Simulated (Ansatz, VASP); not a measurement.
# Sc: VASP beside Ansatz

```xyz
2
Lattice="3.4081 0.0000 0.0000 -1.7040 2.9515 0.0000 0.0000 0.0000 5.3470" Properties=species:S:1:pos:R:3 pbc="T T T"
Sc    0.0000    1.9676    1.3368
Sc    1.7040    0.9838    4.0103
```

Change from the starting cell: strain +0.030 along x and y, +0.015 along z, atoms carried along.

Alike in both runs: task single point; functional PBEsol; k mesh 18 × 18 × 10; occupations gaussian, width 0.15 eV; no spin polarisation.

|  | VASP | Ansatz |
| --- | --- | --- |
| version | VASP 6.6.1 | Ansatz 0.2.0 |
| potentials or method | VASP PAW PBE potentials, release 64 (Sc_sv) | scalar-relativistic, plane waves, PAW |
| plane-wave cutoff (eV) | 520 | 420 |
| valence electrons in the cell | 22 | 22 |

```tsv
	VASP	Ansatz	Ansatz less VASP
gap on the k mesh at the Fermi level (eV)	none	none	-
pressure (GPa)	-5.9	-5.9	0.00
largest component of the traceless stress (GPa)	0.24	0.23	-0.002
```

A gap of «none» marks a metal or a gap that the smearing closes. With one functional, cell and mesh, what is left measures potentials, basis and numerics.

Caveats: the PAW data sets were made with another functional, which shifts forces and pressure a little (VASP).
